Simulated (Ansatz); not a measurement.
**WSe2: a normal mode against strain**

How does the energy of WSe₂ (P-6m2, No. 187; 3 atoms in the cell) change over two coordinates at once? A grid of runs gives the map.

Program: Ansatz 0.2.0. Level of theory: DFT PBEsol, scalar-relativistic, plane waves, PAW. These are calculated values, not measurements.

**1. Starting point**

The structure is hexagonal, space group P-6m2 (No. 187). The conventional cell has a = 3.270 Å, b = 3.270 Å, c = 16.661 Å, α = 90.00°, β = 90.00°, γ = 120.00°. Around W (site symmetry -6m2) lie 6 Se at 2.52 Å. Se (site symmetry 3m) has 3 W at 2.52 Å as nearest neighbours.

As a file:

```
W Se
1.0
     3.27021    0.00000    0.00000
    -1.63511    2.83209    0.00000
     0.00000    0.00000   16.66114
W Se
1 2
Direct
  0.00000 0.00000 0.00000
  0.33333 0.66667 0.10040
  0.33333 0.66667 0.89960
```

It goes back to an entry of the Materials Project, which need not be the stable form.

This cell was relaxed beforehand with the same method: volume 51.44 Å³/atom, gap on the mesh 1.69 eV.

**2. Setting up the map**

The energy is mapped over a normal mode and a strain (zone-centre modes of the cell shown) (x along [1 0 0], y along [1 2 0], z along [0 0 1] of the conventional cell).

- amplitude of mode 9 (308 cm⁻¹), largest displacement in the unstrained cell: 7 values from −0.06 to 0.06 Å
- equal normal strain along x and y: 7 values from −4.00 to 4.00 %

Nothing else is relaxed (the pattern is fixed in fractional coordinates). Energies count from the relaxed high-symmetry cell. Points are written as (first, second).

The modes come from a phonon run on the reference cell, made beforehand.

Displacement patterns for an amplitude of 1 (Å):

```csv
atom,x1,y1,z1
W1,0.000,0.000,0.859
Se2,0.000,0.000,-1.000
Se3,0.000,0.000,-1.000
```

**3. Point (−0.06 Å, −1.33 %)**

The input, input.yaml:

```yaml
crystal:
  lattice:
    - [3.2267186148, 0.0, 0.0]
    - [-1.6133593074, 2.7944202912, 0.0]
    - [0.0, 0.0, 16.6611439352]
  atoms:
    - { symbol: W, position: [0.0, 0.0, -0.0030938842] }
    - { symbol: Se, position: [0.3333333333, 0.6666666667, 0.1040002956] }
    - { symbol: Se, position: [0.3333333333, 0.6666666667, 0.903202091] }
basis:
  ecutwfc: 420
kpoints:
  mp_grid: { grid: [9, 9, 2] }
hamiltonian:
  xc: pbesol
  pseudopotentials: { kind: paw, azcp: { folder: soft_1 } }
scf:
  occupations: { method: gaussian, width: 0.05 }
output:
  forces: true
  stress: true
  eigenvalues: true
  write_density: true
  write_potential: true
  elf: true
  volumetric_format: npy
```

Launch:

```console
$ ansatz run input.yaml --threads 1 --pin off --max-ram 2048MiB --backend cpu --events-out ev --progress --plain --runs-dir out
```

The session goes on with these runs: the other points that were computed.

**Question.** What will these runs give? Wanted: lowest point; highest computed point; largest force on an atom.

The runs gave:

```
                       quantity                                                                             value
                   lowest point                                                           (0.00 Å, 0.00 %), 0 meV
         highest computed point                                      (−0.06 Å, −4.00 %), 429 meV above the lowest
largest force on an atom (eV/Å)  0.00 at (0.00 Å, 0.00 %) to 4.00 at (−0.06 Å, −4.00 %); 0.00 at the lowest point
            time for all points                                                  8.3 min on 1 thread, shared host
```

The lowest computed point is at (0.00 Å, 0.00 %), which is the relaxed high-symmetry cell itself. The grid shows no other well, apart from its symmetry copies. The highest computed point, (−0.06 Å, −4.00 %), lies 429 meV above the lowest. Round the minimum the two coordinates are nearly uncoupled. Spin-orbit coupling is left out, which matters for the bands of W.
